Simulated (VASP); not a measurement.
**ZnS (distorted rocksalt): a r²SCAN single-point calculation in VASP**

INCAR

```
IBRION = -1
PREC = Accurate
LCHARG = .FALSE.
NBANDS = 16
METAGGA = R2SCAN
ISIF = 2
NSW = 0
LREAL = .FALSE.
ALGO = Normal
ENCUT = 520
LWAVE = .FALSE.
EDIFF = 1E-7
SIGMA = 0.02
LASPH = .TRUE.
NELM = 120
ISMEAR = -1
```

KPOINTS

```
KPOINTS created by Atomic Simulation Environment
0
Gamma
8 8 8
0 0 0
```

POSCAR

```
Zn S
 1.0000000000000000
    -0.0382000000000000    2.5697000000000001    2.6234999999999999
     2.4843999999999999    0.0485000000000000    2.5367999999999999
     2.5133000000000001    2.5120000000000000    0.0196000000000000
 Zn  S
   1   1
Cartesian
  4.8769986300000001  2.5669741300000002  2.6416256699999998
  2.4567691099999998  2.5373528500000000  2.5601289700000001
```

VASP ran with the recommended PBE PAW datasets (18 valence electrons in the cell).

OSZICAR

```
N       E                     dE             d eps       ncg     rms          rms(c)
DAV:   1     0.736546733041E+02    0.73655E+02   -0.89507E+03  8320   0.149E+03
DAV:   2    -0.159294666487E+02   -0.89584E+02   -0.83517E+02  9576   0.273E+02
DAV:   3    -0.211855714369E+02   -0.52561E+01   -0.52296E+01 10320   0.640E+01
DAV:   4    -0.212305513284E+02   -0.44980E-01   -0.44971E-01 10120   0.599E+00
DAV:   5    -0.212309398585E+02   -0.38853E-03   -0.38852E-03 10496   0.558E-01    0.747E+00
DAV:   6    -0.182306463451E+02    0.30003E+01   -0.14721E+00  9520   0.355E+01    0.648E+00
DAV:   7    -0.181975459587E+02    0.33100E-01   -0.41636E-01 10240   0.980E+00    0.357E+00
DAV:   8    -0.182137166199E+02   -0.16171E-01   -0.31254E-02 10416   0.196E+00    0.117E+00
DAV:   9    -0.182151639930E+02   -0.14474E-02   -0.41687E-03 12112   0.112E+00    0.853E-02
DAV:  10    -0.182152935209E+02   -0.12953E-03   -0.76381E-04  9688   0.287E-01    0.702E-02
DAV:  11    -0.182153064828E+02   -0.12962E-04   -0.74634E-05 10296   0.126E-01    0.395E-02
DAV:  12    -0.182153239723E+02   -0.17490E-04   -0.28624E-05 10864   0.664E-02    0.976E-03
DAV:  13    -0.182153201394E+02    0.38329E-05   -0.23213E-06  9976   0.272E-02    0.489E-03
DAV:  14    -0.182153197626E+02    0.37684E-06   -0.10165E-07  7608   0.578E-03    0.270E-03
DAV:  15    -0.182153219704E+02   -0.22078E-05   -0.17737E-07  6920   0.969E-03    0.176E-03
DAV:  16    -0.182153224146E+02   -0.44420E-06   -0.17547E-08  4536   0.130E-03    0.924E-04
DAV:  17    -0.182153222549E+02    0.15964E-06   -0.62672E-09  4488   0.154E-03    0.570E-04
DAV:  18    -0.182153224346E+02   -0.17967E-06   -0.10438E-09  4376   0.630E-04    0.701E-05
DAV:  19    -0.182153224958E+02   -0.61237E-07   -0.20563E-10  4328   0.147E-04
   1 F= -.18215322E+02 E0= -.18215161E+02  d E =-.322451E-03
```

From OUTCAR

```
k-points           NKPTS =    260   k-points in BZ     NKDIM =    260   number of bands    NBANDS=     16

   NELECT =      18.0000    total number of electrons

   dimension x,y,z NGX =    28 NGY =   28 NGZ =   28
   dimension x,y,z NGXF=    56 NGYF=   56 NGZF=   56

  energy-cutoff  :      520.00
  volume of cell :       32.55
      direct lattice vectors                 reciprocal lattice vectors
    -0.038200000  2.569700000  2.623500000    -0.195714789  0.194349536  0.187956429
     2.484400000  0.048500000  2.536800000     0.200886806 -0.202561676  0.201332806
     2.513300000  2.512000000  0.019600000     0.196331721  0.203186401 -0.196160939

 k-points in reciprocal lattice and weights: KPOINTS created by Atomic Simulation Env
   0.00000000  0.00000000  0.00000000       0.002
   0.12500000  0.00000000 -0.00000000       0.004
   0.25000000  0.00000000 -0.00000000       0.004
   0.37500000 -0.00000000 -0.00000000       0.004
   0.50000000  0.00000000 -0.00000000       0.002
   0.00000000  0.12500000 -0.00000000       0.004
   0.12500000  0.12500000 -0.00000000       0.004
   0.25000000  0.12500000 -0.00000000       0.004
   ...

 E-fermi :   3.8951

 k-point     1 :       0.0000    0.0000    0.0000
  band No.  band energies     occupation
      1     -10.6831      2.00000
      2      -2.7667      2.00000
      3      -2.7502      2.00000
      4      -2.7245      2.00000
      5      -2.6863      2.00000
      6      -2.6830      2.00000
      7       2.9569      2.00000
      8       3.1566      2.00000
      9       3.4599      2.00000
     10       6.3904      0.00000
     11      12.7586      0.00000
     12      13.3365      0.00000
     13      13.6881      0.00000
     14      15.6152      0.00000
     15      16.2970      0.00000
     16      16.5845      0.00000

 k-point     2 :       0.1250    0.0000   -0.0000
  band No.  band energies     occupation
      1     -10.5053      2.00000
      2      -2.8157      2.00000
      3      -2.8008      2.00000
      4      -2.7456      2.00000
      5      -2.6662      2.00000
      6      -2.6643      2.00000
      7       1.6998      2.00000
      8       3.2356      2.00000
      9       3.4980      2.00000
     10       7.5251      0.00000
     11      12.1132      0.00000
     12      13.1968      0.00000
     13      13.2610      0.00000
     14      14.6527      0.00000
     15      14.8372      0.00000
     16      16.3575      0.00000

 k-point     3 :       0.2500    0.0000   -0.0000
  band No.  band energies     occupation
      1     -10.0163      2.00000
      2      -2.9427      2.00000
      3      -2.9173      2.00000
      4      -2.8539      2.00000
      5      -2.6168      2.00000
      6      -2.6125      2.00000
      7      -0.2064      2.00000
      8       3.4496      2.00000
      9       3.6015      2.00000
     10       8.7163      0.00000
     11      11.5526      0.00000
     12      11.7781      0.00000
     13      11.8635      0.00000
     14      15.3285      0.00000
     15      15.7098      0.00000
     16      16.1578      0.00000

 k-point     4 :       0.3750   -0.0000   -0.0000
  band No.  band energies     occupation
      1      -9.3958      2.00000
      2      -3.2766      2.00000
      3      -3.0523      2.00000
      4      -2.9965      2.00000
      5      -2.5681      2.00000
      6      -2.5572      2.00000
      7      -1.4778      2.00000
      8       3.6761      1.99996
      9       3.7402      1.99914
     10       8.7048      0.00000
     11      10.5659      0.00000
     12      10.6339      0.00000
     13      12.0430      0.00000
     14      16.7534      0.00000
     15      17.0345      0.00000
     16      17.5801      0.00000

 k-point     5 :       0.5000    0.0000   -0.0000
  band No.  band energies     occupation
      1      -9.0722      2.00000
      2      -3.6290      2.00000
      3      -3.1009      2.00000
      4      -3.0407      2.00000
      5      -2.5478      2.00000
      6      -2.5341      2.00000
      7      -1.8056      2.00000
      8       3.7553      1.99816
      9       3.8312      1.92151
     10       8.5538      0.00000
     11      10.1336      0.00000
     12      10.2137      0.00000
     13      12.2134      0.00000
     14      17.9957      0.00000
     15      18.1406      0.00000
     16      18.7623      0.00000

 k-point     6 :       0.0000    0.1250   -0.0000
  band No.  band energies     occupation
      1     -10.4846      2.00000
      2      -2.8281      2.00000
      3      -2.7945      2.00000
      4      -2.7036      2.00000
      5      -2.6946      2.00000
      6      -2.6747      2.00000
      7       2.0754      2.00000
      8       3.0688      2.00000
      9       3.2329      2.00000
     10       7.4348      0.00000
     11      12.4919      0.00000
     12      12.8614      0.00000
     13      13.2688      0.00000
     14      14.2463      0.00000
     15      14.6362      0.00000
     16      15.9422      0.00000

 k-point     7 :       0.1250    0.1250   -0.0000
  band No.  band energies     occupation
      1     -10.4447      2.00000
      2      -2.8756      2.00000
      3      -2.7428      2.00000
      4      -2.7358      2.00000
      5      -2.6742      2.00000
      6      -2.6667      2.00000
      7       2.2306      2.00000
      8       2.8495      2.00000
      9       2.8922      2.00000
     10       7.7759      0.00000
     11      11.9510      0.00000
     12      12.1220      0.00000
     13      13.6121      0.00000
     14      13.6866      0.00000
     15      16.7198      0.00000
     16      17.5250      0.00000

 k-point     8 :       0.2500    0.1250   -0.0000
  band No.  band energies     occupation
      1     -10.0808      2.00000
      2      -2.9853      2.00000
      3      -2.8184      2.00000
      4      -2.7759      2.00000
      5      -2.6381      2.00000
      6      -2.6122      2.00000
      7       0.5676      2.00000
      8       2.7477      2.00000
      9       3.1225      2.00000
     10       8.6140      0.00000
     11      10.8687      0.00000
     12      11.6964      0.00000
     13      13.3020      0.00000
     14      14.4372      0.00000
     15      16.6079      0.00000
     16      17.8488      0.00000

 k-point     9 :       0.3750    0.1250    0.0000
  band No.  band energies     occupation
      1      -9.5109      2.00000
      2      -3.1267      2.00000
      3      -2.9529      2.00000
      4      -2.8924      2.00000
      5      -2.5864      2.00000
      6      -2.5601      2.00000
      7      -0.9983      2.00000
      8       2.9205      2.00000
      9       3.0851      2.00000
     10       8.5661      0.00000
     11      10.2481      0.00000
     12      12.0748      0.00000
     13      12.5973      0.00000
     14      15.4872      0.00000
     15      17.7099      0.00000
     16      18.1968      0.00000

 k-point    10 :       0.5000    0.1250   -0.0000
  band No.  band energies     occupation
      1      -9.0467      2.00000
      2      -3.4129      2.00000
      3      -3.0514      2.00000
      4      -2.9944      2.00000
      5      -2.5415      2.00000
      6      -2.5396      2.00000
      7      -1.7094      2.00000
      8       2.7984      2.00000
      9       3.3228      2.00000
     10       8.5899      0.00000
     11       9.9193      0.00000
     12      11.0315      0.00000
     13      13.3308      0.00000
     14      16.7849      0.00000
     15      18.3286      0.00000
     16      19.6700      0.00000

 k-point    11 :      -0.3750    0.1250    0.0000
  band No.  band energies     occupation
      1      -9.1175      2.00000
      2      -3.4011      2.00000
      3      -3.0779      2.00000
      4      -2.9396      2.00000
      5      -2.5623      2.00000
      6      -2.5281      2.00000
      7      -1.5846      2.00000
      8       2.5182      2.00000
      9       3.7150      1.99975
     10       9.1021      0.00000
     11       9.9237      0.00000
     12      10.5914      0.00000
     13      12.9205      0.00000
     14      16.7017      0.00000
     15      17.3165      0.00000
     16      20.0985      0.00000

 k-point    12 :      -0.2500    0.1250    0.0000
  band No.  band energies     occupation
      1      -9.6470      2.00000
      2      -3.1001      2.00000
      3      -3.0193      2.00000
      4      -2.8206      2.00000
      5      -2.6090      2.00000
      6      -2.5650      2.00000
      7      -0.6513      2.00000
      8       2.4187      2.00000
      9       3.8505      1.80597
     10       9.6328      0.00000
     11      10.3917      0.00000
     12      10.9604      0.00000
     13      11.9529      0.00000
     14      15.0143      0.00000
     15      17.1590      0.00000
     16      18.4262      0.00000

 ...

  Total        0.3077512      0.0808992      0.0578813      0.0628496     -0.5133202      0.3253101
  in kB       15.1458238      3.9814145      2.8486012      3.0931145    -25.2628022     16.0099765
  external PRESSURE =       7.3252798 kB  Pullay stress =       0.0000000 kB

 POSITION                                       TOTAL-FORCE (eV/Angst)
 -----------------------------------------------------------------------------------
      4.87700      2.56697      2.64163         0.099503     -0.021274      0.009938
      2.45677      2.53735      2.56013        -0.099503      0.021274     -0.009938
 -----------------------------------------------------------------------------------
    total drift:                                0.004370      0.009543      0.010580

  FREE ENERGIE OF THE ION-ELECTRON SYSTEM (eV)
  ---------------------------------------------------
  free  energy   TOTEN  =       -18.2153224958 eV

  energy  without entropy=      -18.2150000447  energy(sigma->0) =      -18.21516127
```

| Item | Value |
| --- | --- |
| gap between bands v and c on the k mesh | 0.02 eV |
| least direct gap on the k mesh | 2.43 eV |
| pressure | 0.7 GPa |
| largest force | 0.10 eV/Å |

Band v is the last that the valence electrons fill when counted band by band, and c is the next.
